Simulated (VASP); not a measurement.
Input of a VASP 6.6.1 run:

File INCAR:

```
PREC     = Accurate       # precision mode
ENCUT    = 600            # plane-wave cutoff, eV
EDIFF    = 1E-7           # SCF threshold, eV
ISMEAR   = 0              # smearing method
SIGMA    = 0.03           # smearing width, eV
LREAL    = F              # projectors in reciprocal space
LASPH    = T              # aspherical terms in the spheres
NELM     = 80             # most SCF steps
ALGO     = Normal         # electronic algorithm
ISIF     = 4              # what is computed and relaxed
LWAVE    = F              # write WAVECAR
LCHARG   = F              # write CHGCAR
GGA      = PE             # functional
IBRION   = 2              # ionic algorithm
NSW      = 40             # ionic steps
EDIFFG   = -0.01          # ionic threshold
KPAR     = 2
```

KPOINTS

```
regular mesh
0
Gamma
  9 9 2
```

POSCAR

```
MoSe2                                   
1.0
    3.2538346196      0.0000000000      0.0000000000
   -1.6269173098      2.8179034403     -0.0000000000
   -0.0000000000     -0.0000000000     14.5676270749
  Mo              Se            
     2     4
Direct
     0.3333333332999970    0.6666666667000030    0.2500000000000000
     0.6666666667000030    0.3333333332999970    0.7500000000000000
     0.3333333332999970    0.6666666667000030    0.6376573890169728
     0.6666666667000030    0.3333333332999970    0.1376573890169800
     0.3333333332999970    0.6666666667000030    0.8623426109830272
     0.6666666667000030    0.3333333332999970    0.3623426109830200
```

Potentials or basis: VASP PAW PBE potentials, release 64 (Mo_sv, Se).

The run is started by

```sh
$ cat potpaw_PBE.64/Mo_sv/POTCAR potpaw_PBE.64/Se/POTCAR > POTCAR
$ mpirun -np 2 vasp_std > vasp.out
```

(1) Predict the band gap on the k mesh.

(2) What does it give for the energy gained by relaxing?

## Answers

(1) 1.26 eV, indirect (least direct gap 1.42 eV).

(2) 29.8 meV/atom.

Caveat: an odd mesh through Γ misses points on the zone boundary, where band edges often lie.
